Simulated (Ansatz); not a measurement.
**Pb: frozen-core PAW against all-electron methods**

```xyz
1
Lattice="0.0741 2.5068 2.5068 2.5068 0.0741 2.5068 2.5068 2.5068 0.0741" Properties=species:S:1:pos:R:3 pbc="T T T"
Pb    0.0000    0.0000    0.0000
```

Structure: COD 9012959, as refined from experiment and not relaxed. It is an old determination, and later ones may differ. The listed cell was then made from it by scaling, straining or moving an atom.

Spin–orbit coupling is left out, though it moves levels of the heavy atoms by tenths of an eV or more.

Levels of theory: DFT, PBE, PAW with Ansatz's default frozen-core files, scalar-relativistic (Ansatz 0.2.0); DFT, PBE, all-electron LAPW, scalar-relativistic (Ansatz 0.2.0).

For PAW: a Γ-centred 13×13×13 k mesh, Fermi–Dirac smearing of 0.08 eV, cutoff 420 eV, no spin polarisation. LAPW targets a basis error of 0.25 meV/atom. The Ansatz runs share mesh, smearing and spin set-up. Plane-wave (PAW) pressures include the program's estimate of the Pulay term.

Stress and pressure are positive in compression.

The change that made this cell: equal xy, yz and zx engineering shear strains of +3 %.

PAW results:

```
       quantity    PAW
 pressure (GPa)   2.83
stress yz (GPa)  -0.63
stress xz (GPa)  -0.63
stress xy (GPa)  -0.63
```

(1) What does all-electron LAPW give for the same quantities?

Answers

(1) 
```tsv
quantity	LAPW
pressure (GPa)	2.84
stress yz (GPa)	-0.63
stress xz (GPa)	-0.63
stress xy (GPa)	-0.63
```
